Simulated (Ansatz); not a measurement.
# TiAl: what symmetry allows forces and stress to be

```
Ti Al
1.0
     3.17906    0.00000    0.00000
     0.00000    3.17906    0.00000
     0.00000    0.00000    3.17906
Ti Al
1 1
Direct
  0.00000 0.00000 0.00000
  0.50000 0.51416 0.50000
```

Method: Ansatz 0.2.0, DFT PBE, scalar-relativistic, plane waves, PAW.

Settings: cutoff 420 eV, Γ-centred mesh 12×12×12 on the computed 2-atom cell, Gaussian smearing of 0.10 eV; no spin polarisation.

This distorted cell has space group P4mm, with 8 operations.

Problem. Without a calculation: in which directions can each atom feel a force?

Solution. A force must be left unchanged by every operation that keeps its atom in place, so it lies in the space that those operations leave fixed. Atoms that the group maps onto each other feel forces of one size.
```
atom site symmetry operations at the site equivalent to atom allowed force (Cartesian)
 Ti1            4mm                       8                   1   along (0.00, 1.00, 0.00)
 Al2            4mm                       8                   2   along (0.00, 1.00, 0.00)
```

That leaves 2 independent force components of 6, tied by 1 condition that the forces sum to zero, so 1 remains. A relaxation in this cell that keeps the symmetry moves the atoms in these directions alone.

Problem. And the stress tensor?

Solution. It must be invariant under the point group, which leaves 2 independent components: yz, xz, xy vanish; xx = zz.

Problem. Do the computed values obey this?

Solution. Yes. Forces (eV/Å):
```
Ti1  0.000  0.284  0.000
Al2  0.000 -0.284  0.000
```

Stress (GPa, compression positive, xx yy zz yz xz xy): 0.91 0.81 0.91 0.00 0.00 0.00. The program imposes the same operations on density, forces and stress, so this confirms the analysis and is no independent test of the calculation.